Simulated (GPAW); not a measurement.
Runs of GPAW 26.7.0 on BN. It takes space group F-43m (No. 216, cubic). Conventional cell: a = 3.626 Å, b = 3.626 Å, c = 3.626 Å, α = 90.00°, β = 90.00°, γ = 90.00°. N (site symmetry -43m) is surrounded by 4 B at 1.57 Å. B (site symmetry -43m) has 4 N at 1.57 Å as nearest neighbours. The cell is a database's computed one.

| task | level | potentials or basis | cutoff (eV) | smearing | response ecut | maxiter | response k mesh | response bands | kernels | gap on the mesh (eV) | pressure (GPa) |
| --- | --- | --- | --- | --- | --- | --- | --- | --- | --- | --- | --- |
| dielectric tensor | PBE | GPAW PAW data sets (gpaw-data 1.2.1), pw | 600 | fermi-dirac 0.001 eV | 80 eV | 150 | 32 × 32 × 32 | 24 | ["RPA"] | 4.44 | - |
| band structure | TASK | GPAW PAW data sets (gpaw-data 1.2.1), pw | 800 | fermi-dirac 0.05 eV | - | 150 | - | - | - | 5.44 | 10.8 |
| single point | LDA | the program's PAW data sets (release 1.2.1) made for this functional, pw | 600 | fermi-dirac 0.05 eV | - | 120 | - | - | - | (a) | -27.3 |
| dielectric tensor | RPBE | the program's PAW data sets (release 1.2.1) made for this functional, pw | 600 | fermi-dirac 0.001 eV | 80 eV | 150 | 32 × 32 × 32 | 24 | ["RPA"] | (b) | - |

Alike in all rows: no spin polarisation; cell as given; k mesh 10 × 10 × 10.

Fill in the values left out.

(a) 4.33; (b) 4.48.

Caveats: the long-wavelength limit can be off by a per cent or two (some runs); the PAW data sets were made with another functional, which shifts forces and pressure a little (some runs); the cutoff is short for stress and forces, so pressures can be off by a GPa or more (some runs); so large a pressure means that the cell lies far from this level's equilibrium, or that cutoff or potentials fall short (some runs).

A k mesh can miss the band edges.
